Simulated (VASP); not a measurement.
# ZnSe in VASP: one cell, several levels of theory, part 2 of 2

VASP 6.6.1, plane waves, PAW. The steps go on from the part before.

**3. Single point with r2SCAN**

File INCAR:

```
ENCUT = 520.000000
SIGMA = 0.010000
EDIFF = 1.00e-07
ALGO = Normal
METAGGA = R2SCAN
PREC = Accurate
IBRION = -1
ISIF = 2
ISMEAR = 0
NBANDS = 16
NELM = 120
NSW = 0
LASPH = .TRUE.
LCHARG = .FALSE.
LWAVE = .FALSE.
LREAL = .FALSE.
```

File KPOINTS:

```
KPOINTS created by Atomic Simulation Environment
0
Gamma
8 8 8
0 0 0
```

File KPOINTS_OPT:

```
special points
6
Reciprocal
0.0000000000 0.0000000000 0.0000000000 1
-0.5000000000 -0.5000000000 0.0000000000 1
-0.3750000000 -0.3750000000 0.2500000000 1
-0.3750000000 0.0000000000 0.3750000000 1
0.0000000000 0.0000000000 0.5000000000 1
-0.5000000000 -0.2500000000 0.2500000000 1
```

File POSCAR:

```
Zn Se
 1.0000000000000000
     0.0000000000000000    2.8324206844000002    2.7757722707000001
     2.8324206844000002    0.0000000000000000    2.7757722707000001
     2.8324206844000002    2.8324206844000002    0.0000000000000000
 Zn  Se
   1   1
Cartesian
  0.0000000000000000  0.0000000000000000  0.0000000000000000
  1.4162103421999999  1.4162103421999999  1.3878861353499998
```

On the command line:

```sh
$ mpirun -np 1 vasp_std
```

Printed to the terminal (iteration lines stand in OSZICAR):

```text
POSCAR found type information on POSCAR ZnSe
 POSCAR found :  2 types and       2 ions
 -----------------------------------------------------------------------------
|                                                                             |
|                                                                             |
|     You enforced a specific xc type in the INCAR file but a different       |
|     I HOPE YOU KNOW WHAT YOU ARE DOING!                                     |
|                                                                             |
 -----------------------------------------------------------------------------

 LDA part: xc-table for (None), standard interpolation
 POSCAR, INCAR and KPOINTS ok, starting setup
 FFT: planning ... GRIDC
 FFT: planning ... GRID_SOFT
 FFT: planning ... GRID
 WAVECAR not read
 entering main loop
 Start KPOINTS_OPT (optional k-point list driver)
k-point batch [1-6\6]
```

OSZICAR:

```text
N       E                     dE             d eps       ncg     rms          rms(c)
DAV:   1     0.692473662552E+02    0.69247E+02   -0.91212E+03  1888   0.132E+03
DAV:   2    -0.219630998940E+02   -0.91210E+02   -0.85639E+02  2160   0.263E+02
DAV:   3    -0.276298319082E+02   -0.56667E+01   -0.56466E+01  2288   0.640E+01
DAV:   4    -0.276715969666E+02   -0.41765E-01   -0.41762E-01  2320   0.591E+00
DAV:   5    -0.276717650308E+02   -0.16806E-03   -0.16806E-03  2376   0.334E-01    0.523E+00
DAV:   6    -0.249183014704E+02    0.27535E+01   -0.13202E+00  2000   0.325E+01    0.482E+00
DAV:   7    -0.248884296679E+02    0.29872E-01   -0.30632E-01  2424   0.881E+00    0.229E+00
DAV:   8    -0.249018058245E+02   -0.13376E-01   -0.34647E-02  2400   0.172E+00    0.543E-01
DAV:   9    -0.249034803098E+02   -0.16745E-02   -0.42764E-03  2456   0.152E+00    0.895E-02
DAV:  10    -0.249036028590E+02   -0.12255E-03   -0.95834E-04  2408   0.398E-01    0.559E-02
DAV:  11    -0.249035804874E+02    0.22372E-04   -0.42094E-04  2480   0.478E-01    0.474E-02
DAV:  12    -0.249035642342E+02    0.16253E-04   -0.13789E-04  2360   0.294E-01    0.778E-03
DAV:  13    -0.249035711755E+02   -0.69413E-05   -0.12867E-05  2488   0.666E-02    0.518E-03
DAV:  14    -0.249035697675E+02    0.14080E-05   -0.32784E-06  2344   0.344E-02    0.110E-03
DAV:  15    -0.249035707215E+02   -0.95401E-06   -0.13655E-07  1552   0.735E-03    0.240E-04
DAV:  16    -0.249035706015E+02    0.12003E-06   -0.39672E-08  1072   0.210E-03    0.411E-04
DAV:  17    -0.249035706915E+02   -0.89970E-07   -0.55822E-09  1024   0.112E-03
   1 F= -.24903571E+02 E0= -.24903571E+02  d E =-.348674E-49
       N       E                     dE             ncg
DAV:   1     0.181299847345E+04   -0.31763E+04      192
DAV:   2     0.128016338020E+04   -0.53284E+03      216
DAV:   3     0.124747312345E+04   -0.32690E+02      264
DAV:   4     0.124725177966E+04   -0.22134E+00      224
DAV:   5     0.124725081844E+04   -0.96122E-03      280
DAV:   6     0.124725081089E+04   -0.75417E-05      208
DAV:   7     0.124725081082E+04   -0.76521E-07      264
```

OUTCAR, selected sections:

```text
k-points           NKPTS =     59   k-points in BZ     NKDIM =     59   number of bands    NBANDS=     16

   NELECT =      18.0000    total number of electrons

   dimension x,y,z NGX =    30 NGY =   30 NGZ =   30
   dimension x,y,z NGXF=    60 NGYF=   60 NGZF=   60

  energy-cutoff  :      520.00
  volume of cell :       44.54
      direct lattice vectors                 reciprocal lattice vectors
     0.000000000  2.832420684  2.775772271    -0.176527450  0.176527450  0.180130051
     2.832420684  0.000000000  2.775772271     0.176527450 -0.176527450  0.180130051
     2.832420684  2.832420684  0.000000000     0.176527450  0.176527450 -0.180130051

 k-points in reciprocal lattice and weights: KPOINTS created by Atomic Simulation Env
   0.00000000  0.00000000  0.00000000       0.002
   0.12500000  0.00000000  0.00000000       0.016
   0.25000000  0.00000000  0.00000000       0.016
   0.37500000  0.00000000  0.00000000       0.016
   0.50000000  0.00000000  0.00000000       0.008
   0.12500000  0.12500000  0.00000000       0.004
   0.25000000  0.12500000  0.00000000       0.016
   0.37500000  0.12500000  0.00000000       0.016
[... 51 more k-points ...]

 E-fermi :   1.6379

 k-point     1 :       0.0000    0.0000    0.0000
  band No.  band energies     occupation
      1     -12.3720      2.00000
      2      -5.2893      2.00000
      3      -5.2893      2.00000
      4      -5.2801      2.00000
      5      -4.8594      2.00000
      6      -4.8555      2.00000
      7       1.4622      2.00000
      8       1.4623      2.00000
      9       1.5367      2.00000
     10       3.4480      0.00000
     11       7.7899      0.00000
     12       7.8007      0.00000
     13       7.8008      0.00000
     14      12.1743      0.00000
     15      13.3734      0.00000
     16      13.7317      0.00000

 k-point     2 :       0.1250    0.0000    0.0000
  band No.  band energies     occupation
      1     -12.2635      2.00000
      2      -5.2798      2.00000
      3      -5.2721      2.00000
      4      -5.2639      2.00000
      5      -4.8603      2.00000
      6      -4.8574      2.00000
      7       0.2177      2.00000
      8       1.2965      2.00000
      9       1.3595      2.00000
     10       4.3662      0.00000
     11       7.7375      0.00000
     12       8.0619      0.00000
     13       8.0758      0.00000
     14      12.6179      0.00000
     15      12.8440      0.00000
     16      13.0935      0.00000

 k-point     3 :       0.2500    0.0000    0.0000
  band No.  band energies     occupation
      1     -11.9812      2.00000
      2      -5.2341      2.00000
      3      -5.2281      2.00000
      4      -5.2154      2.00000
      5      -4.8574      2.00000
      6      -4.8573      2.00000
      7      -1.6048      2.00000
      8       0.9412      2.00000
      9       1.0306      2.00000
     10       4.8214      0.00000
     11       8.4086      0.00000
     12       8.4481      0.00000
     13       8.6871      0.00000
     14      12.4793      0.00000
     15      12.5196      0.00000
     16      12.9171      0.00000

 k-point     4 :       0.3750    0.0000    0.0000
  band No.  band energies     occupation
      1     -11.6632      2.00000
      2      -5.2031      2.00000
      3      -5.1915      2.00000
      4      -5.0072      2.00000
      5      -4.8484      2.00000
      6      -4.8446      2.00000
      7      -3.1466      2.00000
      8       0.6304      2.00000
      9       0.7429      2.00000
     10       4.6699      0.00000
     11       8.3560      0.00000
     12       8.5111      0.00000
     13      10.1439      0.00000
     14      12.6301      0.00000
     15      13.7133      0.00000
     16      13.7825      0.00000

 k-point     5 :       0.5000    0.0000    0.0000
  band No.  band energies     occupation
      1     -11.5181      2.00000
      2      -5.1928      2.00000
      3      -5.1799      2.00000
      4      -4.8425      2.00000
      5      -4.8358      2.00000
      6      -4.6944      2.00000
      7      -3.9591      2.00000
      8       0.5112      2.00000
      9       0.6326      2.00000
     10       4.5757      0.00000
     11       8.2633      0.00000
     12       8.4396      0.00000
     13      10.6279      0.00000
     14      13.3067      0.00000
     15      15.2903      0.00000
     16      15.4919      0.00000

 k-point     6 :       0.1250    0.1250    0.0000
  band No.  band energies     occupation
      1     -12.2238      2.00000
      2      -5.2894      2.00000
      3      -5.2569      2.00000
      4      -5.2568      2.00000
      5      -4.8672      2.00000
      6      -4.8510      2.00000
      7       0.2892      2.00000
      8       1.0081      2.00000
      9       1.0081      2.00000
     10       4.8201      0.00000
     11       6.9790      0.00000
     12       8.5033      0.00000
     13       8.5034      0.00000
     14      11.6695      0.00000
     15      13.6104      0.00000
     16      13.6148      0.00000

 k-point     7 :       0.2500    0.1250    0.0000
  band No.  band energies     occupation
      1     -11.9960      2.00000
      2      -5.2715      2.00000
      3      -5.2164      2.00000
      4      -5.2108      2.00000
      5      -4.8730      2.00000
      6      -4.8430      2.00000
      7      -1.1123      2.00000
      8       0.5964      2.00000
      9       0.7176      2.00000
     10       5.5090      0.00000
     11       6.9123      0.00000
     12       8.9911      0.00000
     13       9.0866      0.00000
     14      11.2818      0.00000
     15      13.5764      0.00000
     16      14.3464      0.00000

 k-point     8 :       0.3750    0.1250    0.0000
  band No.  band energies     occupation
      1     -11.6847      2.00000
      2      -5.2085      2.00000
      3      -5.1801      2.00000
      4      -5.0949      2.00000
      5      -4.8529      2.00000
      6      -4.8339      2.00000
      7      -2.6438      2.00000
      8       0.3024      2.00000
      9       0.3058      2.00000
     10       5.4370      0.00000
     11       7.7514      0.00000
     12       9.1209      0.00000
     13       9.1998      0.00000
     14      12.5291      0.00000
     15      14.0057      0.00000
     16      14.5405      0.00000

 k-point     9 :       0.5000    0.1250    0.0000
  band No.  band energies     occupation
      1     -11.4769      2.00000
      2      -5.1792      2.00000
      3      -5.1669      2.00000
      4      -4.8965      2.00000
      5      -4.8337      2.00000
      6      -4.7116      2.00000
      7      -3.7127      2.00000
      8      -0.0549      2.00000
      9       0.2644      2.00000
     10       5.3250      0.00000
     11       7.8702      0.00000
     12       8.8518      0.00000
     13      10.5090      0.00000
     14      13.1332      0.00000
     15      14.8696      0.00000
     16      15.4742      0.00000

 k-point    10 :      -0.3750    0.1250    0.0000
  band No.  band energies     occupation
      1     -11.5301      2.00000
      2      -5.1775      2.00000
      3      -5.1756      2.00000
      4      -4.9045      2.00000
      5      -4.8517      2.00000
      6      -4.8080      2.00000
      7      -3.4271      2.00000
      8      -0.1830      2.00000
      9       0.4864      2.00000
     10       5.3919      0.00000
     11       8.0087      0.00000
     12       8.6934      0.00000
     13      10.4133      0.00000
     14      13.3042      0.00000
     15      13.5673      0.00000
     16      15.2758      0.00000

 k-point    11 :      -0.2500    0.1250    0.0000
  band No.  band energies     occupation
      1     -11.8011      2.00000
      2      -5.2102      2.00000
      3      -5.1938      2.00000
      4      -5.1528      2.00000
      5      -4.8696      2.00000
      6      -4.8410      2.00000
      7      -2.1582      2.00000
      8       0.0081      2.00000
      9       0.8772      2.00000
     10       5.5414      0.00000
     11       8.2296      0.00000
     12       8.5881      0.00000
     13       8.9110      0.00000
     14      11.7531      0.00000
     15      13.5591      0.00000
     16      14.7440      0.00000

 k-point    12 :      -0.1250    0.1250    0.0000
  band No.  band energies     occupation
      1     -12.0992      2.00000
      2      -5.2616      2.00000
      3      -5.2512      2.00000
      4      -5.2262      2.00000
      5      -4.8702      2.00000
      6      -4.8501      2.00000
      7      -0.7294      2.00000
      8       0.6033      2.00000
      9       1.2327      2.00000
     10       5.1810      0.00000
     11       7.6139      0.00000
     12       8.2236      0.00000
     13       8.7145      0.00000
     14      11.6255      0.00000
     15      12.7260      0.00000
     16      14.2797      0.00000

[... the tables of k-points 13 to 59 left out ...]

  Total        0.3459978      0.3459978      0.5538644      0.0000000     -0.0000000      0.0000000
  in kB       12.4467094     12.4467094     19.9243731      0.0000000     -0.0000000      0.0000000
  external PRESSURE =      14.9392640 kB  Pullay stress =       0.0000000 kB

 POSITION                                       TOTAL-FORCE (eV/Angst)
 -----------------------------------------------------------------------------------
      0.00000      0.00000      0.00000         0.000000     -0.000000      0.000000
      1.41621      1.41621      1.38789        -0.000000      0.000000      0.000000
 -----------------------------------------------------------------------------------
    total drift:                                0.000026      0.000026      0.000024

  FREE ENERGIE OF THE ION-ELECTRON SYSTEM (eV)
  ---------------------------------------------------
  free  energy   TOTEN  =       -24.9035706915 eV

  energy  without entropy=      -24.9035706915  energy(sigma->0) =      -24.90357069
```

Hardware: 1 MPI rank of Intel Xeon Platinum 8488C, shared host.

The levels at the points of KPOINTS_OPT are read from vasprun.xml.

Levels at the named points, in eV from the top of band v (v: the last filled band by count, c: the next):

| point | v−1 | v | c | c+1 |
| --- | --- | --- | --- | --- |
| Γ | -0.07 | 0.00 | 1.91 | 6.25 |
| X | -2.44 | -2.44 | 3.17 | 3.69 |
| U | -3.30 | -2.02 | 3.82 | 5.93 |
| K | -3.30 | -1.91 | 3.97 | 6.12 |
| L | -1.03 | -0.90 | 3.04 | 6.73 |
| W | -2.97 | -2.85 | 5.73 | 6.07 |

The r2SCAN gap is 1.91 eV, direct at Γ. The pressure is 1.49 GPa; the forces vanish within 0.01 eV/Å.

**4. Summary**

The summary covers parts 1 to 2.

```
 level  gap (eV)  pressure (GPa)  Ansatz: gap (eV)  Ansatz: pressure (GPa)
   PBE      1.33            3.85              1.33                    3.60
r2SCAN      1.91            1.49              1.91                    1.39
```

**Reading.** The gap runs from 1.33 eV (PBE) to 1.91 eV (r2SCAN). The pressure is highest with PBE (3.9 GPa) and lowest with r2SCAN (1.5 GPa), which orders the cells that they would relax to. The two programs agree on the gap within 0.02 eV, far less than the spread between functionals. The two codes have different PAW datasets and cutoffs. VASP's cell holds 18 valence electrons and Ansatz's 28.
